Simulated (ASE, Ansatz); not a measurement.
# Rock-salt CaO, displaced supercell (64 atoms): geometry optimisation, part 2 of 2

Aim: bring rock-salt CaO, displaced supercell (64 atoms) to a nearby minimum of the energy and see what moves.

Ansatz 0.2.0; Kohn-Sham DFT, PBE, PAW (set soft_2), plane waves.

The cell: 32 Ca and 32 O. Sampling is at Γ alone, for a cell whose shortest periodic width is 10 Å.

So far. Step 3 (Cell and atoms relaxed): The relaxation changed the energy by -25.3 meV/atom, and atoms moved by 0.077 Å r.m.s., 0.14 Å at most.

## 5. Single point at the relaxed geometry

One more single point at the end of the walk gives the fuller output and checks the residual forces.

Contents of input.yaml:

```yaml
crystal:
  lattice:
    - [9.69186, 2.0e-05, 2.0e-05]
    - [2.0e-05, 9.69187, -2.0e-05]
    - [2.0e-05, -2.0e-05, 9.69186]
  atoms:
    - { symbol: Ca, position: [0.00078, 0.99939, 0.99976] }
    - { symbol: O, position: [0.25078, 0.99938, 0.99976] }
    - { symbol: Ca, position: [0.00078, 0.24938, 0.24975] }
    - { symbol: O, position: [0.25078, 0.24938, 0.24976] }
    [... 54 atom lines left out ...]
    - { symbol: Ca, position: [0.50078, 0.74937, 0.74977] }
    - { symbol: O, position: [0.75078, 0.74937, 0.74976] }
    - { symbol: Ca, position: [0.75078, 0.49939, 0.74976] }
    - { symbol: O, position: [0.50078, 0.49938, 0.74976] }
    - { symbol: Ca, position: [0.75078, 0.74938, 0.49977] }
    - { symbol: O, position: [0.50079, 0.74937, 0.49976] }
kpoints:
  mp_grid: { grid: [1, 1, 1] }
hamiltonian:
  xc: pbe
scf:
  occupations: { method: fermi_dirac, width: 0.05 }
output:
  forces: true
  stress: true
  populations: true
  dos:
    method: { smearing: { sigma: 0.08 } }
    de: 0.1
    projected: { site_lists: { Ca: [Ca], O: [O] } }
  eigenvalues: true
  write_density: true
  write_potential: true
  volumetric_format: npy
```

Started as:

```sh
> ansatz run input.yaml --threads 4 --pin off --max-ram 8192MiB --backend cpu --events-out ev --progress --plain --runs-dir out
```

Numbers of over 12 decimals in the logs are rounded to 6 here.

The log of the run:

```text
Warning: at least one further symmetry operation maps every atom of the structure, as the run holds it, onto an atom to within 1.71e-5 (fractional), and is not used: to satisfy it, and what else the atoms miss by up to 2.00e-5, twice crystal.symmetry.tolerance (1.0e-5), an atom would have to move by the tolerance or more, and atoms are only ever moved by less. [...]
[...]
Crystal: 64 atoms, lattice volume = 910.378 Å³
Basis set: ecut = 420 eV, 17845 PW (Γ), exchange–correlation on 144×144×144 points (8 copies of the dense FFT grid, shifted against one another)
Bands: 320, of which v1, the nominal top of the filled ones, is band 256 counted from 1 (255 counted from 0)
Symmetry: 1 space group operations
[...]
k-points: 1
[...]
SCF iter   1: F=—  HF=-76404.551719 eV  |F-HF|=—  |Δ(HF+E_count)|=         —  Δρ=3.32e-3  dr2=1.08e-1  ethr=1.77e-3  ⟨swp⟩=10.0  Hψ=1257  notcnv=0  defer=7
[...]
SCF iter   7: F=-76404.544984 eV  HF=-76404.544984 eV  |F-HF|=4.31e-8  |Δ(HF+E_count)|=   1.61e-7  Δρ=3.43e-6  dr2=8.06e-8  ethr=1.95e-11  ⟨swp⟩=57.0  Hψ=2984  notcnv=0
SCF 1 converged in 7 iterations: F = -76404.544984 eV  dr2 = 8.06e-8
[...]
SCF converged after 7 iterations
Free energy (F): -76404.544984 eV
[...]
Internal energy: -76404.544984 eV  (E = F + TS)
E sigma→0 (E₀):  -76404.544984 eV
Fermi energy:    9.279146 eV
[...]
--- Forces (eV/Å), atoms counted from 1 ---
  atom   1  Ca     0.00031202    -0.00107652     0.00040249
  atom   2  O     -0.00003943     0.00010143     0.00021637
  atom   3  Ca    -0.00008830    -0.00001303     0.00143454
  atom   4  O     -0.00004439    -0.00013784    -0.00012762
  atom   5  Ca    -0.00016736     0.00008406    -0.00044316
  atom   6  O      0.00002562     0.00068777    -0.00053060
  atom   7  Ca     0.00045888    -0.00018369    -0.00006352
  atom   8  O      0.00007672    -0.00010413     0.00022238
  atom   9  Ca    -0.00035721     0.00029639    -0.00070693
  atom  10  O      0.00011702     0.00038156     0.00003184
  atom  11  Ca    -0.00012294     0.00047628    -0.00020812
  atom  12  O     -0.00012893    -0.00019642     0.00031508
  atom  13  Ca     0.00064241    -0.00016589     0.00038730
  atom  14  O     -0.00006143     0.00049265     0.00025319
[...]
atom  63  Ca    -0.00019344     0.00027515    -0.00039822
  atom  64  O     -0.00037582     0.00064351     0.00005922
  max |Σ_I F_I| component: 4.35e-4 eV/Å
--- Stress (GPa, compression-positive) ---
        0.005046      -0.000311      -0.000311
       -0.000311       0.004893       0.000312
       -0.000311       0.000312       0.005048
  P = ⅓ Tr σ = 0.0050 GPa (0.050 kbar)
--- Band table (eV) ---
[...]
--- Löwdin populations: 64 sites ---
  site symbol       q [e]
     0     Ca      8.3493
     1      O      7.3388
     2     Ca      8.3493
[...]
63      O      7.3388
  spilling = 0.019494 (of n_electrons = 512.000000)
```

Wall time 13 s (4 threads of Arm Neoverse V2, shared host); peak memory 1.1 GiB; 49 s of CPU time.

The program notes that the atoms just miss a symmetry operation.

Numbers from this run:

```yaml
free_energy: -76404.5450 eV
free_energy_per_atom: -1193.8210 eV/atom
scf_cycles: 7
pressure: 0.004996 GPa
r_m_s_force_component: 0.00038 eV/Å
longest_force: 0.00144 eV/Å
fermi_energy: 9.279 eV
spacing_of_highest_filled_and_lowest_empty_level: 3.596 eV
spilling_of_the_projection: 0.01949
```

Density of states as counts of states in windows of 1 eV (from the Fermi level), total and the larger projections:

| from (eV) | to (eV) | total | O p | Ca s |
| --- | --- | --- | --- | --- |
| -10 | -5 | 0.0 | 0.0 | 0.0 |
| -5 | -4 | 8.1 | 6.1 | 1.8 |
| -4 | -3 | 60.4 | 51.6 | 5.2 |
| -3 | -2 | 117.2 | 109.2 | 0.1 |
| -2 | -1 | 6.3 | 6.2 | 0.0 |
| -1 | 1 | 0.0 | 0.0 | 0.0 |
| 1 | 2 | 6.0 | 0.0 | 0.0 |
| 2 | 3 | 14.0 | 0.0 | 1.4 |
| 3 | 4 | 0.0 | 0.0 | 0.0 |
| 4 | 5 | 67.0 | 3.3 | 7.5 |

The curve was stored every 0.10 eV, coarse against its broadening of 0.08 eV, so these counts are rough.

Between -26 and -10 eV lie 256 more states.

The stored curve holds about 448 of the 512 electrons; the rest, give or take the few that broadening carries across the Fermi level, lie in deeper levels below its range.

The levels nearest the highest filled one (over half full), pooled over k-points and spins:

| level less the highest filled one (eV) | occupation |
| --- | --- |
| -0.299 | 2 |
| -0.299 | 2 |
| -0.299 | 2 |
| 0 | 2 |
| 0 | 2 |
| 0 | 2 |
| 3.60 | 0 |
| 3.60 | 0 |
| 3.60 | 0 |
| 4.49 | 0 |
| 4.63 | 0 |
| 4.63 | 0 |

Valence density in the ac plane at fractional y = 0.249, with atoms of Ca and O within 0.2 Å of it. It is the smooth field of the valence electrons, not physical close to the nuclei.

Ten even steps from '0' (0.1 e/Å³) to '9' (6.7 e/Å³), each cell a mean:
```
730003773000376200158610015
110000221000011000012100001
000000000000000000000000000
000000000000000000000000000
530001331000254100024200014
961003893001598300169610037
841002662001476200147510026
210000110000122000011100002
000000000000000000000000000
000000000000000000001000000
420002442000243100135310013
951004884101498200269720027
730003773000376200158610015
110001221000111000012100001
000000000000000000000000000
100000000000000000000000000
530001331000254100024200014
961003883001598300169610037
841002662001476200147510026
210000110000122000011100002
000000000000000000000000000
000000000000000000000000000
420002442000133100135310013
951004894101498200269720027
```
Columns run along a (9.7 Å), rows up along c (9.7 Å). Atoms in or near the plane, at fractional coordinates: Ca at (0.00, 0.25), O at (0.25, 0.25), Ca at (0.25, 0.00), O at (0.00, 0.00), Ca at (0.00, 0.75), O at (0.25, 0.75), Ca at (0.25, 0.50), O at (0.00, 0.50), Ca at (0.50, 0.25), O at (0.75, 0.25), Ca at (0.75, 0.00), O at (0.50, 0.00), Ca at (0.50, 0.75), O at (0.75, 0.75) and more.

Electrostatic potential energy in the ac plane at fractional y = 0.249, with atoms of Ca and O within 0.2 Å of it. With pseudopotentials it is smooth inside the atoms' cores, unlike the true potential.

Values in eV, 13 rows by 16 columns, each cell a mean:
```
-15   8   3 -26 -34  -5  10  -7 -15   8   3 -25 -34  -5  10  -7
  6   9  10   7   6   9  10   7   6   9  10   7   6   9  10   7
-34  -5  10  -7 -16   8   3 -26 -34  -5  10  -7 -16   8   4 -26
-44  -9   9 -16 -27   6   1 -35 -44  -9   9 -16 -27   6   2 -35
  0   7  10   9   8  10   9   3   0   7  10   9   8  10   9   3
 -5  10   5 -15 -22   0  10   1  -4  10   5 -16 -22   0  10   1
-33   4   0 -39 -49 -11   9 -21 -33   4   0 -40 -49 -11   9 -21
  4  11   7  -5  -9   4  10   7   4  11   7  -5  -9   4  10   7
-10   4  10   7   4  11   7  -5  -9   4  10   7   4  11   7  -5
-50 -11   9 -21 -33   4   0 -40 -50 -12   9 -21 -34   4   1 -40
-22   0  10   1  -4  10   5 -15 -21   0  10   1  -4  10   6 -15
  8  10   9   2   0   7  10   9   8  10   9   2   0   7  10   9
-28   6   1 -35 -44  -9   9 -16 -27   5   1 -35 -44  -9   9 -16
```
Columns run along a (9.7 Å; values clipped at the 3rd and 97th percentile), rows up along c (9.7 Å). Atoms in or near the plane, at fractional coordinates: Ca at (0.00, 0.25), O at (0.25, 0.25), Ca at (0.25, 0.00), O at (0.00, 0.00), Ca at (0.00, 0.75), O at (0.25, 0.75), Ca at (0.25, 0.50), O at (0.00, 0.50), Ca at (0.50, 0.25), O at (0.75, 0.25), Ca at (0.75, 0.00), O at (0.50, 0.00), Ca at (0.50, 0.75), O at (0.75, 0.75) and more.

The surroundings of Ca47, picked at random, nearest first, numbered as they follow in the input and with coordinates relative to it.

| atom | x | y | z | distance (Å) | bonds |
| --- | --- | --- | --- | --- | --- |
| Ca47 | 0.00 | 0.00 | 0.00 | 0.00 | 6 |
| O36 | 0.00 | 0.00 | -2.42 | 2.42 | 6 |
| O48 | -2.42 | 0.00 | 0.00 | 2.42 | 6 |
| O42 | 0.00 | -2.42 | 0.00 | 2.42 | 6 |
| O58 | 0.00 | 2.42 | 0.00 | 2.42 | 6 |
| O44 | 0.00 | 0.00 | 2.42 | 2.42 | 6 |
| O16 | 2.42 | 0.00 | 0.00 | 2.42 | 6 |
| Ca43 | -2.42 | 0.00 | 2.42 | 3.43 | 6 |
| Ca35 | -2.42 | 0.00 | -2.42 | 3.43 | 6 |
| Ca41 | -2.42 | -2.42 | 0.00 | 3.43 | 6 |
| Ca37 | 0.00 | -2.42 | -2.42 | 3.43 | 6 |
| Ca57 | -2.42 | 2.42 | 0.00 | 3.43 | 6 |
| Ca9 | 2.42 | -2.42 | 0.00 | 3.43 | 6 |

The column of bonds counts only the pairs Ca-O within 2.83 Å; other neighbours, such as metal atoms beside each other in a compound, aren't counted, and periodic images can show an atom twice.

## 6. Results

```yaml
energy_change_in_the_relaxation: -25.27 meV/atom
r_m_s_displacement: 0.077 Å
largest_displacement: 0.14 Å
free_energy_per_atom: -1193.8210 eV/atom
density: 3.273 g/cm³
pressure: 0.004996 GPa
r_m_s_force_component: 0.00038 eV/Å
spacing_of_highest_filled_and_lowest_empty_level: 3.596 eV
wall_time_of_the_3_dft_runs: 78 s
```

In words: Relaxation lowers the energy by 25.3 meV/atom and moves atoms by 0.077 Å r.m.s.; the r.m.s. force component goes from 0.41 to 3.8e-4 eV/Å, the pressure goes from 3.0 to 0.0050 GPa, and the gap from 3.44 to 3.60 eV. Displacements are taken in the final cell, so they leave out its strain. By the final cutoffs no bond was broken or made. The r.m.s. move is of the size of the random displacements put into the start (0.087 Å r.m.s. in three dimensions). The cell grew by 2.2 % in volume. First to last step the energy falls by 1.617 eV, across changes of basis; the largest move, 0.14 Å, is that of O40. Judged within 0.08 Å, the space group went from P1 to Fm-3m. The Ca-O bonds go from 2.407 Å (spread 0.061) to 2.423 Å (spread 0.000). By these cutoffs all Ca atoms have 6 and all O atoms have 6 bonded neighbours. The highest filled and lowest empty levels differ by 3.60 eV at Γ alone; the mesh holds the band edges only if they fold onto it, so the gap at this level can be narrower or closed, while semilocal functionals tend to narrow gaps against experiment.

[Logs are printed without paths, hosts, clocks, repeated set-up lines and the standing remarks that a program may print on its own settings, such as how far it seeks lower states.]

[Hosts, paths, dates, database ids (printed as entryN), source tags and the programs' standing remarks are cut or masked in the printed files.]
